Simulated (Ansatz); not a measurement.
## How far is PAW off for ZrS2?

```xyz
3
Lattice="3.7389 0.0000 0.0000 -1.8694 3.2380 0.0000 0.0000 0.0000 5.8500" Properties=species:S:1:pos:R:3 pbc="T T T"
Zr    0.0000    0.0000    0.0000
S     0.0000    2.1587    1.4578
S     1.8694    1.0793    4.3922
```

Atoms are numbered in the order listed.

Conventional cell: a = 3.739 Å, b = 3.739 Å, c = 5.850 Å, α = 90.00°, β = 90.00°, γ = 120.00°. Around Zr (atom 1) lie 6 S at 2.60 Å. Around S (atom 2) lie 3 Zr at 2.60 Å.

The geometry is COD entry 5910006, unchecked; take it as a test cell. The listed cell was then made from it by scaling, straining or moving an atom.

Levels of theory: DFT, PBEsol, PAW with Ansatz's default frozen-core files, scalar-relativistic (Ansatz 0.2.0); DFT, PBEsol, all-electron PAW with datasets made for the crystal, scalar-relativistic (Ansatz 0.2.0); DFT, PBEsol, all-electron LAPW, scalar-relativistic (Ansatz 0.2.0).

For PAW: a Γ-centred 10×10×5 k mesh, Fermi–Dirac smearing of 0.01 eV, cutoff 420 eV, no spin polarisation; the PAW files were made with PBE, and the program remakes their frozen cores for this functional. The crystal-made all-electron datasets (AE datasets) take a cutoff of 240 eV at this cell. LAPW targets a basis error of 1 meV/atom. The Ansatz runs share mesh, smearing and spin set-up. Plane-wave (PAW) pressures include the program's estimate of the Pulay term.

Stress and pressure are positive in compression.

The change that made this cell: equal xx and yy strain of +3 %.

Spin–orbit coupling is left out, which moves gradients at and beside heavy atoms by some per cent and at worst by a factor of two.

```json
{"quantity": "pressure (GPa)", "PAW": "-5.69", "AE datasets": "-5.68", "LAPW": "-5.68"}
{"quantity": "stress xx (GPa)", "PAW": "-6.65", "AE datasets": "-6.63", "LAPW": "-6.63"}
{"quantity": "stress zz (GPa)", "PAW": "-3.78", "AE datasets": "-3.77", "LAPW": "-3.77"}
{"quantity": "force on S2, z (eV/Å)", "PAW": "-0.603", "AE datasets": "-0.601", "LAPW": "-0.601"}
{"quantity": "band gap (eV)", "PAW": "0.801", "AE datasets": "0.802", "LAPW": "0.778"}
{"quantity": "field gradient Vzz at Zr1 (10²¹ V/m²)", "PAW": "-0.51", "AE datasets": "-0.48", "LAPW": "–"}
{"quantity": "field gradient Vzz at S2 (10²¹ V/m²)", "PAW": "-0.26", "AE datasets": "-0.25", "LAPW": "–"}
```

PAW's pressure differs from the LAPW value by -0.02 GPa.
